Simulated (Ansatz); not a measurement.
**Structure types of Ga at a series of pressures**

All-electron LAPW in Ansatz 0.2.0 under PBE, scalar-relativistic, energies extrapolated to zero smearing, no spin–orbit coupling; spin polarisation is left out. At each pressure a set of structure types was relaxed with symmetry kept. The table gives H = E + pV above the lowest type of that row in meV/atom (up to 5 of noise); a dash means not tried or turned into another type. Real phases may be missing from the set: fcc wasn't tried throughout, and may lie lower. k spacings are near 0.17 to 0.21 Å⁻¹, smearing 0.05 to 0.1 eV.

Q: Among hcp, bcc, beta tin, sc, diamond, simple hexagonal, which leads at 0.71, 7.4, 19, 39, 82, 160, 330 GPa?

A: hcp at 0.71 GPa; hcp at 7.4 GPa; hcp at 19 GPa; hcp at 39 GPa; hcp at 82 GPa; hcp at 160 GPa; hcp at 330 GPa.

```tsv
p (GPa)	V of the lowest (Å³/atom)	hcp	bcc	beta tin	sc	diamond	simple hexagonal
0.71	18.81	0	14	31	–	–	19
7.4	16.98	0	15	54	98	508	–
19	15.18	0	31	–	160	841	57
39	13.45	0	39	161	–	–	102
82	11.52	0	63	278	420	2104	–
160	9.80	0	97	–	670	3234	–
330	8.06	0	147	798	1132	5104	–
```
